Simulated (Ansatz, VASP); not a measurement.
# Two plane-wave programs on Si

INCAR

```
SYSTEM = Si
  ALGO = Normal
  EDIFF = 1E-6
  ENCUT = 520
  ISIF = 2
  ISMEAR = 0
  LASPH = .True.
  LCHARG = .True.
  LELF = .True.
  LREAL = .False.
  LVHAR = .True.
  LWAVE = .False.
  NBANDS = 11
  NELM = 80
  PREC = Accurate
  SIGMA = 0.05
```

The input KPOINTS:

```
k-points
0
Gamma
  12 12 12
  0 0 0
```

POSCAR

```
Si
1.0
    0.0000000000      2.5929346428      2.7009735863
    2.5929346428      0.0000000000      2.7009735863
    2.5929346428      2.5929346428      0.0000000000
Si
2
Direct
    0.5000000000      0.5000000000      0.5000000000
    0.7500000000      0.7500000000      0.7500000000
```

Input for Ansatz:

```yaml
crystal:
  lattice:
    - [0.0, 2.5929346428, 2.7009735863]
    - [2.5929346428, 0.0, 2.7009735863]
    - [2.5929346428, 2.5929346428, 0.0]
  atoms:
    - { symbol: Si, position: [0.5, 0.5, 0.5] }
    - { symbol: Si, position: [0.75, 0.75, 0.75] }
basis:
  ecutwfc: 420
kpoints:
  mp_grid: { grid: [12, 12, 12] }
hamiltonian:
  xc: lda
scf:
  occupations: { method: gaussian, width: 0.05 }
output:
  forces: true
  stress: true
  eigenvalues: true
```

Change from the starting cell: mode 4 frozen in at +0.000 Å, equal normal strain along x and y -0.0400.

Alike in both runs: task single point; functional LDA; k mesh 12 × 12 × 12; occupations gaussian, width 0.05 eV; no spin polarisation.

|  | VASP | Ansatz |
| --- | --- | --- |
| version | VASP 6.6.1 | Ansatz 0.2.0 |
| potentials or method | VASP PAW LDA potentials, release 64 (Si) | scalar-relativistic, plane waves, PAW |
| plane-wave cutoff (eV) | 520 | 420 |
| valence electrons in the cell | 8 | 8 |

Ansatz gave:

* gap on the k mesh at the Fermi level (eV): 0.06
* least direct gap on the mesh (eV): 2.42
* pressure (GPa): 9.3
* largest component of the traceless stress (GPa): 2.78

Problem. Which values does VASP return?

Solution. gap on the k mesh at the Fermi level (eV): 0.06; least direct gap on the mesh (eV): 2.42; pressure (GPa): 9.4; largest component of the traceless stress (GPa): 2.78.
